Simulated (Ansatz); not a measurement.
# HfO2: the cost of one run

All numbers are computed with the Python package of Ansatz 0.2.0. Level of theory: DFT PBE, plane waves, PAW.

### Step 1. The structure

The structure is tetragonal, space group P4_2/nmc (No. 137). The conventional cell has a = 3.558 Å, b = 3.558 Å, c = 5.172 Å, α = 90.00°, β = 90.00°, γ = 90.00°. Hf (site symmetry -4m2) is surrounded by 4 O at 2.05 Å. Around O (site symmetry 2mm) lie 2 Hf at 2.05 Å.

The script holds or builds the structure itself.

### Step 2. The code

push_hfo2.py

```python
"""Energy and force of HfO2 as one atom is pushed off its site."""

import ansatz as az
import numpy as np
from pymatgen.core import Lattice, Structure
from pymatgen.io.ase import AseAtomsAdaptor

FUNCTIONAL = "PBE"
CUTOFF = 450
KGRID = (6, 6, 4)
FILLING = "fixed"

pmg_structure = Structure(
    Lattice([[3.558019, 0.0, 0.0], [0.0, 3.558019, 0.0], [0.0, 0.0, 5.171861]]),
    ["Hf", "Hf", "O", "O", "O", "O"],
    [
        [0.5, 0.5, 0.5],
        [0.0, 0.0, 0.0],
        [0.0, 0.5, 0.697208],
        [0.5, 0.0, 0.802792],
        [0.5, 0.0, 0.302792],
        [0.0, 0.5, 0.197208],
    ],
)
structure = az.Crystal.from_ase(AseAtomsAdaptor.get_atoms(pmg_structure))

inverse = np.linalg.inv(np.array(structure.lattice.vectors))
home = np.array(structure.sites[5].position)
values = np.linspace(-0.1, 0.1, 5)
energies, pulls = [], []
for shift in values:
    moved = structure.move(5, to=home + shift * inverse[2])
    calc = (
        moved.calculation()
        .functional(FUNCTIONAL)
        .pseudopotentials("paw")
        .basis(CUTOFF)
        .kpoints(*KGRID)
        .occupations(FILLING)
        .forces()
    )
    data = calc.run(threads=1).report
    energies.append(data["free_energy_ev"])
    pulls.append(data["forces_ev_ang"][5][2])

# the force is minus the slope of the free energy
print("shift (A)   dE (eV)   force along z (eV/A)")
for shift, e, f in zip(values, energies, pulls):
    print(f"{shift:8.3f} {e - energies[2]:10.5f} {f:12.4f}")
print(f"stiffness from energies {2 * np.polyfit(values, energies, 2)[0]:.3f}, from forces {-np.polyfit(values, pulls, 1)[0]:.3f} eV/A^2")
```

### Step 3. The input behind the calls

The package turns the script's settings into the engine's input (first run):

```yaml
crystal:
  lattice:
    - [3.558019, 0.0, 0.0]
    - [0.0, 3.558019, 0.0]
    - [0.0, 0.0, 5.171861]
  atoms:
    - { symbol: Hf, position: [0.5, 0.5, 0.5] }
    - { symbol: Hf, position: [0.0, 0.0, 0.0] }
    - { symbol: O, position: [0.0, 0.5, 0.697208] }
    - { symbol: O, position: [0.5, 0.0, 0.802792] }
    - { symbol: O, position: [0.5, 0.0, 0.302792] }
    - { symbol: O, position: [0.0, 0.5, 0.17787260022804172] }
basis:
  ecutwfc: 450.0
kpoints:
  mp_grid:
    grid: [6, 6, 4]
hamiltonian:
  xc: pbe
  pseudopotentials:
    kind: paw
scf:
  occupations:
    method: fixed
output:
  forces: true
```

### Step 4. The run

Launch:

```console
$ python push_hfo2.py
```

Q: Estimate wall time and peak memory on 1 thread of Arm Neoverse V1, shared host.

About 68 s, with a peak of 0.5 GiB.
